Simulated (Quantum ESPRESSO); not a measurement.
An input for Quantum ESPRESSO 7.5 (NaCl):

pw.in

```
&CONTROL
  calculation = 'scf'
  prefix = 'pwscf'
  outdir = './tmp'
  pseudo_dir = './pseudo'
  tprnfor = .true.
  tstress = .true.
  disk_io = 'nowf'
/
&SYSTEM
  ibrav = 0
  nat = 2
  ntyp = 2
  ecutwfc = 63
  ecutrho = 506
  nbnd = 14
  input_dft = 'r2-scan'
  occupations = 'smearing'
  smearing = 'fd'
  degauss = 0.00367493
/
&ELECTRONS
  conv_thr = 4d-10
  electron_maxstep = 75
  mixing_beta = 0.5
/
ATOMIC_SPECIES
Cl    35.4500 cl_pbe_v1.4.uspp.F.UPF
Na    22.9898 na_pbe_v1.5.uspp.F.UPF
CELL_PARAMETERS angstrom
   0.0000000000    2.7940632177    2.7940632177
   2.7940632177    0.0000000000    2.7940632177
   2.7940632177    2.7940632177    0.0000000000
ATOMIC_POSITIONS crystal
Cl     0.5000000000    0.5000000000    0.5000000000
Na     0.0000000000    0.0000000000    0.0000000000
K_POINTS automatic
8 8 8 0 0 0
```

Potentials or basis: SSSP 1.3 efficiency PBE.

Run with:

```sh
$ OMP_NUM_THREADS=1 pw.x -in pw.in > pw.out
```

Question: Does this run start?

Answer: The run stopped without a result. It printed:

pw.out:

```text
This program is part of the open-source Quantum ESPRESSO suite
     for quantum simulation of materials; please cite
         "P. Giannozzi et al., J. Phys.:Condens. Matter 21 395502 (2009);
         "P. Giannozzi et al., J. Phys.:Condens. Matter 29 465901 (2017);
         "P. Giannozzi et al., J. Chem. Phys. 152 154105 (2020);
     in publications or presentations arising from this work. More details at

     IMPORTANT: XC functional enforced from input :
     Exchange-correlation= R2-SCAN
                           (   0   0   0   0   0 263 267)
     Any further DFT definition will be discarded
     Please, verify this is what you really want

 %%%%%%%%%%%%%%%%%%%%%%%%%%%%%%%%%%%%%%%%%%%%%%%%%%%%%%%%%%%%%%%%%%%%%%%%%%%%%%
     Error in routine setup (1):
     Meta-GGA not implemented with USPP/PAW
 %%%%%%%%%%%%%%%%%%%%%%%%%%%%%%%%%%%%%%%%%%%%%%%%%%%%%%%%%%%%%%%%%%%%%%%%%%%%%%

     stopping ...
```
